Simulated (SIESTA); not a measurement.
Input of a SIESTA 5.4.2 run:

File run.py:

```python
from ase import Atoms
from ase.calculators.siesta import Siesta
from ase.units import Ry, GPa

atoms = Atoms(
    ['V'],
    cell=[
        [-1.51435, 1.51435, 1.51435],
        [1.51435, -1.51435, 1.51435],
        [1.51435, 1.51435, -1.51435],
    ],
    scaled_positions=[
        [0.0, 0.0, 0.0],
    ],
    pbc=True,
)

fdf = {
    'SCFMustConverge': False,
    'DM.InitSpin': ['  1   2.000'],
    'OccupationFunction': 'FD',
    'ElectronicTemperature': '0.05 eV',
    'MaxSCFIterations': '200',
    'SCF.Mixer.Method': 'Pulay',
    'SCF.Mixer.Weight': '0.1',
    'SCF.Mixer.History': '10',
    'SCF.DM.Tolerance': '5.0e-05',
    'SCF.H.Tolerance': '1.0e-03 eV',
    'WriteForces': 'true',
    'Charge.Mulliken': 'end',
    'BandLinesScale': 'ReciprocalLatticeVectors',
    'BandLines': ['  1    0.000000   0.000000   0.000000  \\Gamma', ' 17    0.500000  -0.500000   0.500000  H', ' 12    0.000000   0.000000   0.500000  N', ' 12    0.000000   0.000000   0.000000  \\Gamma', ' 15    0.250000   0.250000   0.250000  P', ' 15    0.500000  -0.500000   0.500000  H', '  1    0.250000   0.250000   0.250000  P', '  9    0.000000   0.000000   0.500000  N'],
}
calc = Siesta(
    label="V",
    command="siesta < PREFIX.fdf > PREFIX.out",
    pseudo_path="pseudos",
    pseudo_qualifier="",
    xc=('GGA', 'PBE'),
    basis_set="DZ",
    mesh_cutoff=800 * Ry,
    energy_shift=0.01 * Ry,
    kpts=[12, 12, 12],
    spin="collinear",
    fdf_arguments=fdf,
)
atoms.calc = calc

print(f"energy = {atoms.get_potential_energy():.6f} eV")
free = atoms.get_potential_energy(force_consistent=True)
print(f"free energy = {free:.6f} eV")
print("forces (eV/A):")
print(atoms.get_forces(apply_constraint=False).round(6))
print("stress (GPa, Voigt order, tension positive):", (atoms.get_stress() / GPa).round(4))
```

Potentials or basis: PseudoDojo 0.4 standard (PBE files), DZ (energy shift 0.01 Ry).

Run with:

```bash
$ python run.py
```

Problem. What does it give for the pressure?

Solution. -27.0 GPa.

Problem. What does it give for the band gap on the k mesh?

Solution. None (metal or under the smearing width).

Levels at the corners of the path, in eV from the Fermi level:
Spin up:
```
point  band 2  band 3  band 4  band 5  band 6  band 7  band 8  band 9  band 10  band 11
    Γ  -37.07  -37.07  -37.07   -7.02    0.26    0.26    0.26    2.23     2.23    28.49
    H  -37.48  -37.48  -37.48   -3.12   -3.12    3.53    3.53    3.53    17.25    17.25
    N  -37.53  -37.27  -37.04   -3.36   -1.27    2.24    2.61    3.93     9.82    23.72
    Γ  -37.07  -37.07  -37.07   -7.02    0.26    0.26    0.26    2.23     2.23    28.49
    P  -37.48  -37.48  -37.48   -0.93   -0.93   -0.93    2.67    2.67    12.23    13.32
    H  -37.48  -37.48  -37.48   -3.12   -3.12    3.53    3.53    3.53    17.25    17.25
    P  -37.48  -37.48  -37.48   -0.93   -0.93   -0.93    2.67    2.67    12.23    13.32
    N  -37.53  -37.27  -37.04   -3.36   -1.27    2.24    2.61    3.93     9.82    23.72
```
Spin down:
| point | band 4 | band 5 | band 6 | band 7 | band 8 | band 9 |
| --- | --- | --- | --- | --- | --- | --- |
| Γ | -37.07 | -7.02 | 0.26 | 0.26 | 0.26 | 2.23 |
| H | -37.48 | -3.12 | -3.12 | 3.53 | 3.53 | 3.53 |
| N | -37.04 | -3.36 | -1.27 | 2.24 | 2.61 | 3.93 |
| Γ | -37.07 | -7.02 | 0.26 | 0.26 | 0.26 | 2.23 |
| P | -37.48 | -0.93 | -0.93 | -0.93 | 2.67 | 2.67 |
| H | -37.48 | -3.12 | -3.12 | 3.53 | 3.53 | 3.53 |
| P | -37.48 | -0.93 | -0.93 | -0.93 | 2.67 | 2.67 |
| N | -37.04 | -3.36 | -1.27 | 2.24 | 2.61 | 3.93 |

Caveat: the basis has no polarisation orbitals; semicore shells carry a single zeta, which can move pressures by several GPa and volumes by a few percent; so large a pressure means that the cell lies far from this level's equilibrium, or that cutoff or potentials fall short; the basis of atomic orbitals isn't converged, which shifts pressures, moduli and gaps.
